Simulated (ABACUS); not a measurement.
Ti under changes of volume

One of the cells (17.676 Å³/atom); the others are scaled copies at fixed shape and fractional positions:

```
Ti
1.0
    -1.64100    1.64100    1.64100
     1.64100   -1.64100    1.64100
     1.64100    1.64100   -1.64100
Ti
1
Direct
  0.00000 0.00000 0.00000
```

This isn't the form of Ti at room conditions, which is hcp.

- Program: ABACUS 3.10.1
- Functional: PBE
- Potentials or basis: PseudoDojo NC SR 0.4.1 PBE standard
- Cutoff: 1361 eV
- Density cutoff: 5442 eV
- Basis: DZP LCAO (the cutoffs set its grid)
- k mesh: 11 × 11 × 11
- Occupations: fermi-dirac, width 0.05 eV
- Spin: no spin polarisation

```tsv
volume (Å³/atom)	energy over the lowest point (meV/atom)	pressure (GPa)
16.616	?	?
16.969	1.66	2.2
17.323	0.00	-0.1
17.676	3.02	-2.2
18.030	10.45	-4.1
18.383	21.86	-5.9
18.737	36.88	-7.4
```

**Question.** What does the run at 16.616 Å³/atom give?

**Answer.** Energy over the lowest point 8.63 meV/atom; pressure 4.7 GPa.

Worked out: A Birch-Murnaghan fit of order 3 (a polynomial in V^(-2/3)) to the other rows has its minimum at 17.27 Å³/atom with B0 = V·E''(V) = 107 GPa and B' = 3.4. It gives 8.54 meV/atom at 16.616 Å³/atom, against the run's 8.63, and -dE/dV = 4.4 GPa, against 4.7.

Energies are extrapolated to zero smearing.

Caveats: the atomic orbitals were generated for these runs and aren't a published set; the basis of atomic orbitals isn't converged, which shifts pressures, moduli and gaps.
